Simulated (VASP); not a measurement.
# Al2O3 (P-6m2) in VASP: reference runs

Aim: a first look at Al2O3 with PBE, on the cell as given and on a disturbed one.

Everything below comes from runs of VASP 6.6.1. Logs are shortened: lines on timing, memory, paths and dates and some standing lists are left out, and cuts for length are marked.

## Step 1: Starting point

Symmetry: P-6m2, No. 187, hexagonal system. The conventional cell has a = 2.884 Å, b = 2.884 Å, c = 9.337 Å, α = 90.00°, β = 90.00°, γ = 120.00°. Al (site symmetry 3m) is surrounded by 3 O at 1.80 Å. O (site symmetry 3m) is surrounded by 3 Al at 1.80 Å. O (site symmetry -6m2) has 6 Al at 2.18 Å as nearest neighbours.

Measurements of this composition are mostly on another form, of space group No. 167.

## Step 2: Single point, PBE

INCAR reads:

```
PREC = Accurate
ENCUT = 520
EDIFF = 1E-7
ISMEAR = -1
SIGMA = 0.05
LREAL = False
LASPH = True
NELM = 100
ALGO = Normal
ISIF = 2
LWAVE = False
LCHARG = True
GGA = PE
LELF = True
LVHAR = True
NBANDS = 20
```

KPOINTS reads:

```
regular mesh
0
Gamma
  11 11 3
```

POSCAR reads:

```
Al2O3
1.0
    2.8843249483      0.0000000000      0.0000000000
   -1.4421624742      2.4978986780      0.0000000000
    0.0000000000      0.0000000000      9.3367544600
Al O
2 3
Direct
    0.0000000000      0.0000000000      0.8500076700
    0.0000000000      0.0000000000      0.1499923300
    0.3333333333      0.6666666667      0.7776830800
    0.6666666667      0.3333333333      0.0000000000
    0.3333333333      0.6666666667      0.2223169200
```

Potentials or basis: VASP PAW PBE potentials, release 64 (Al, O).

Command:

```console
$ cat potpaw_PBE.64/Al/POTCAR potpaw_PBE.64/O/POTCAR > POTCAR
$ mpirun -np 1 vasp_std > vasp.out
```

OUTCAR:

```text
PREC = Accurate
   ENCUT = 520
   EDIFF = 1E-7
   ISMEAR = -1
   LREAL = False
   LASPH = True
   NELM = 100
   ISIF = 2
   GGA = PE

 ion  position               nearest neighbor table
   1  0.000  0.000  0.850-   3 1.80   3 1.80   3 1.80   4 2.18   4 2.18   4 2.18   2 2.80
   2  0.000  0.000  0.150-   5 1.80   5 1.80   5 1.80   4 2.18   4 2.18   4 2.18   1 2.80
   3  0.333  0.667  0.778-   1 1.80   1 1.80   1 1.80
   4  0.667  0.333  0.000-   1 2.18   2 2.18   1 2.18   2 2.18   1 2.18   2 2.18
   5  0.333  0.667  0.222-   2 1.80   2 1.80   2 1.80

  LATTYP: Found a hexagonal cell.
 ALAT       =     2.8843249483
 C/A-ratio  =     3.2370674689

  Lattice vectors:

 A1 = (   2.8843249483,   0.0000000000,   0.0000000000)
 A2 = (  -1.4421624742,   2.4978986780,   0.0000000000)
 A3 = (   0.0000000000,   0.0000000000,   9.3367544600)

Analysis of symmetry for initial positions (statically):
=====================================================================
 Subroutine PRICEL returns:
 Original cell was already a primitive cell.

 Routine SETGRP: Setting up the symmetry group for a
 hexagonal supercell.

 Subroutine GETGRP returns: Found 12 space group operations
 (whereof 12 operations were pure point group operations)
 out of a pool of 24 trial point group operations.

The static configuration has the point symmetry D_3h.

Analysis of symmetry for dynamics (positions and initial velocities):
=====================================================================
 Subroutine PRICEL returns:
 Original cell was already a primitive cell.

 Routine SETGRP: Setting up the symmetry group for a
 hexagonal supercell.

 Subroutine GETGRP returns: Found 12 space group operations
 (whereof 12 operations were pure point group operations)
 out of a pool of 24 trial point group operations.

The dynamic configuration has the point symmetry D_3h.

 Subroutine INISYM returns: Found 12 space group operations
 (whereof 12 operations are pure point group operations),
 and found     1 'primitive' translations

----------------------------------------------------------------------------------------

                                     Primitive cell

  volume of cell :      67.2690

  direct lattice vectors                    reciprocal lattice vectors
     2.884324948  0.000000000  0.000000000     0.346701574  0.200168247  0.000000000
[... 88 lines left out ...]
   LSORBIT =      F    spin-orbit coupling
   LASPH  =      T    aspherical Exc in radial PAW
   ENCUT  =  520.0 eV  38.22 Ry    6.18 a.u.   5.36  5.36 17.36*2*pi/ulx,y,z
   NELM   =    100;   NELMIN=  2; NELMDL= -5     # of ELM steps
   EDIFF  = 0.1E-06   stopping-criterion for ELM
   LREAL  =      F    real-space projection
   EDIFFG = 0.1E-05   stopping-criterion for IOM
   NSW    =      0    number of steps for IOM
   IBRION =     -1    ionic relax: 0-MD 1-quasi-New 2-CG
   NFREE  =      0    steps in history (QN), initial steepest desc. (CG)
   ISIF   =      2    stress and relaxation
   ISYM   =      2    0-nonsym 1-usesym 2-fastsym
   POTIM  = 0.5000    time-step for ionic-motion
   TEBEG  =    0.0;   TEEND  =   0.0 temperature during run
   PSTRESS=    0.0 pullay stress
   NELECT =      24.0000    total number of electrons
   NUPDOWN=      -1.0000    fix difference up-down
   EMIN   =  10.00;   EMAX   =-10.00  energy-range for DOS
   EFERMI =   0.00;   METHOD = LEGACY
   ISMEAR =    -1;   SIGMA  =   0.05  broadening in eV -4-tet -1-fermi 0-gaus
   EFERMI_NEDOS =   21; number of points for ismear=-14 and -15
   IALGO  =     38    algorithm
   IMIX   =      4    mixing-type and parameters
     AMIX     =   0.40;   BMIX     =  1.00
     AMIX_MAG =   1.60;   BMIX_MAG =  1.00
  volume/ion in A,a.u.               =      13.45        90.79
  Fermi-wavevector in a.u.,A,eV,Ry     =   1.161111  2.194181 18.343074  1.348178
  Thomas-Fermi vector in A             =   2.297686
   LORBIT       =      0    0 simple, 1 ext, 2 COOP (PROOUT), +10 PAW based schemes
   GGA     = PE    functional components
   LHFCALC =     F    Hartree Fock is set to
   AEXX    =    0.0000 exact exchange contribution
   IVDW    =     0    specifies the selected vdW correction
   LEPSILON=     F    determine dielectric tensor
   LRPA    =     F    only Hartree local field effects (RPA)
 non-spin polarized calculation
  energy-cutoff  :      520.00
  volume of cell :       67.27
 maximum number of plane-waves:      1841
 NGX is ok and might be reduce to    24
   NGX = 11   NGY = 11   NGZ = 35

 number of electron      23.9999983 magnetization

 Free energy of the ion-electron system (eV)
  ---------------------------------------------------
  ext. energy  EPLUGINS =         0.00000000
  ---------------------------------------------------
  free energy    TOTEN  =       -36.38494601 eV

  energy without entropy =      -36.38494601  energy(sigma->0) =      -36.38494601

 E-fermi :   1.9970     XC(G=0):  -8.5311

 val. band max:        0.8790943284   @ k =   0.0909   0.0909   0.0000
 cond. band min:       5.6506047282   @ k =   0.0000   0.0000   0.0000
 fundamental gap:      4.7715103999
 Fermi energy:         1.9969957618

 k-point     1 :       0.0000    0.0000    0.0000
  band No.  band energies     occupation
      1     -17.8173      2.00000
      2     -16.8013      2.00000
      3     -15.6203      2.00000
      4      -4.0787      2.00000
      5      -1.2337      2.00000
      6      -0.5958      2.00000
[... 541 lines left out ...]
     19      13.5377      0.00000
     20      14.6112      0.00000

 [... further k-points ...]
[... 5 lines left out ...]
  --------------------------------------------------------------------------------------
  -------------------------------------------------------------------------------------
  Total        0.0706286      0.0706286     -0.0368694     -0.0000000      0.0000000      0.0000000
  in kB        1.6821947      1.6821947     -0.8781348     -0.0000000      0.0000000      0.0000000
  external PRESSURE =       0.8287515 kB  Pullay stress =       0.0000000 kB

 VOLUME and BASIS-vectors are now :
 -----------------------------------------------------------------------------
  energy-cutoff  :      520.00
  volume of cell :       67.27
      direct lattice vectors                 reciprocal lattice vectors
     2.884324948  0.000000000  0.000000000     0.346701574  0.200168247  0.000000000
    -1.442162474  2.497898678  0.000000000     0.000000000  0.400336494  0.000000000
     0.000000000  0.000000000  9.336754460     0.000000000  0.000000000  0.107103598

 POSITION                                       TOTAL-FORCE (eV/Angst)
 -----------------------------------------------------------------------------------
      0.00000      0.00000      7.93631        -0.000000     -0.000000      0.004612
      0.00000      0.00000      1.40044        -0.000000      0.000000     -0.004612
     -0.00000      1.66527      7.26104         0.000000      0.000000     -0.012391
      1.44216      0.83263      0.00000         0.000000     -0.000000      0.000000
     -0.00000      1.66527      2.07572        -0.000000     -0.000000      0.012391
 -----------------------------------------------------------------------------------
    total drift:                                0.000000     -0.000000      0.000000

  FREE ENERGIE OF THE ION-ELECTRON SYSTEM (eV)
  ---------------------------------------------------
  free  energy   TOTEN  =       -36.3849460058 eV

  energy  without entropy=      -36.3849460058  energy(sigma->0) =      -36.38494601
```

OSZICAR:

```text
N       E                     dE             d eps       ncg     rms          rms(c)
DAV:   1     0.120195166868E+03    0.12020E+03   -0.12161E+04  1280   0.107E+03
DAV:   2    -0.322771490212E+02   -0.15247E+03   -0.14719E+03  1600   0.251E+02
DAV:   3    -0.408197917125E+02   -0.85426E+01   -0.85091E+01  1664   0.613E+01
DAV:   4    -0.409103376799E+02   -0.90546E-01   -0.90523E-01  1616   0.699E+00
DAV:   5    -0.409118498533E+02   -0.15122E-02   -0.15121E-02  1660   0.870E-01    0.128E+01
DAV:   6    -0.364311821307E+02    0.44807E+01   -0.14362E+01  1400   0.270E+01    0.452E+00
DAV:   7    -0.364180752157E+02    0.13107E-01   -0.45381E-01  1544   0.457E+00    0.252E+00
DAV:   8    -0.363903107585E+02    0.27764E-01   -0.54116E-02  1660   0.218E+00    0.847E-01
DAV:   9    -0.363845835596E+02    0.57272E-02   -0.20115E-02  1708   0.119E+00    0.191E-01
DAV:  10    -0.363849157772E+02   -0.33222E-03   -0.35377E-03  1520   0.395E-01    0.139E-01
DAV:  11    -0.363850843271E+02   -0.16855E-03   -0.31116E-03  1428   0.541E-01    0.768E-02
DAV:  12    -0.363849817940E+02    0.10253E-03   -0.51780E-04  1460   0.170E-01    0.501E-02
DAV:  13    -0.363849528858E+02    0.28908E-04   -0.25426E-04  1492   0.122E-01    0.208E-02
DAV:  14    -0.363849460019E+02    0.68838E-05   -0.24746E-05  1568   0.506E-02    0.660E-03
DAV:  15    -0.363849459646E+02    0.37301E-07   -0.57170E-06  1536   0.171E-02    0.218E-03
DAV:  16    -0.363849460058E+02   -0.41214E-07   -0.42770E-07  1428   0.494E-03
   1 F= -.36384946E+02 E0= -.36384946E+02  d E =-.733117E-10
```

It took 29 s on 1 thread of Intel Xeon Platinum 8488C (Sapphire Rapids), shared host; peak memory 0.19 GiB.

Results:

- Free energy: -36.3849 eV
- Pressure: 0.1 GPa
- Largest force: 0.012 eV/Å
- Band gap on the k mesh: 4.77 eV, indirect (least direct gap 5.01 eV)

Forces on the atoms (eV/Å):
```
Al   0.000  0.000  0.005
Al   0.000  0.000 -0.005
O    0.000  0.000 -0.012
O    0.000  0.000  0.000
O    0.000  0.000  0.012
```

Levels at points of the mesh, in eV from the valence-band top:
| k point | band 9 | band 10 | band 11 | band 12 | band 13 | band 14 | band 15 | band 16 |
| --- | --- | --- | --- | --- | --- | --- | --- | --- |
| (0.00, 0.00, 0.00) | -1.25 | -0.53 | -0.53 | -0.24 | 4.77 | 7.40 | 7.81 | 9.14 |

Caveat: an odd mesh through Γ misses points on the zone boundary, where band edges often lie.

## Step 3: Single point, PBE (atoms moved at random, drawn with an rms of 0.05 Å)

INCAR reads:

```
PREC = Accurate
ENCUT = 520
EDIFF = 1E-7
ISMEAR = -1
SIGMA = 0.05
LREAL = False
LASPH = True
NELM = 80
ALGO = Normal
ISIF = 2
LWAVE = False
LCHARG = False
GGA = PE
NBANDS = 20
```

KPOINTS is that of step 2.

POSCAR reads:

```
Al2O3
1.0
    2.8843249483      0.0000000000      0.0000000000
   -1.4421624742      2.4978986780      0.0000000000
    0.0000000000      0.0000000000      9.3367544600
Al O
2 3
Direct
   -0.0098250000     -0.0044330000      0.8559560000
    0.0031570000      0.0095050000      0.1487770000
    0.3149750000      0.6678740000      0.7808730000
    0.6596600000      0.3343300000     -0.0019070000
    0.3410110000      0.6773990000      0.2211140000
```

Potentials or basis: VASP PAW PBE potentials, release 64 (Al, O).

Command:

```console
$ cat potpaw_PBE.64/Al/POTCAR potpaw_PBE.64/O/POTCAR > POTCAR
$ mpirun -np 1 vasp_std > vasp.out
```

It took 2.8 min on 1 thread of Intel Xeon Platinum 8488C (Sapphire Rapids), shared host; peak memory 0.31 GiB.

The run converged. Its results:

```
Free energy            : -36.3367 eV
Pressure               : 0.9 GPa
Largest force          : 1.286 eV/Å
Band gap on the k mesh : 4.59 eV, indirect (least direct gap 4.84 eV)
```

Forces on the atoms (eV/Å):
```
Al  -0.537  0.217 -1.148
Al   0.209  0.083  0.355
O    0.585 -0.242  0.222
O   -0.024  0.036  0.652
O   -0.233 -0.093 -0.082
```

Stress tensor (GPa, compression positive):
```
 0.05 -0.57 -1.58
-0.57 -0.43  0.30
-1.58  0.30  3.15
```

Levels at points of the mesh, in eV from the valence-band top:
```
           k point  band 8  band 9  band 10  band 11  band 12  band 13  band 14  band 15  band 16  band 17
(0.00, 0.00, 0.00)   -1.27   -1.21    -0.70    -0.58    -0.26     4.59     7.24     7.92     9.13    12.91
```

Caveat: an odd mesh through Γ misses points on the zone boundary, where band edges often lie.
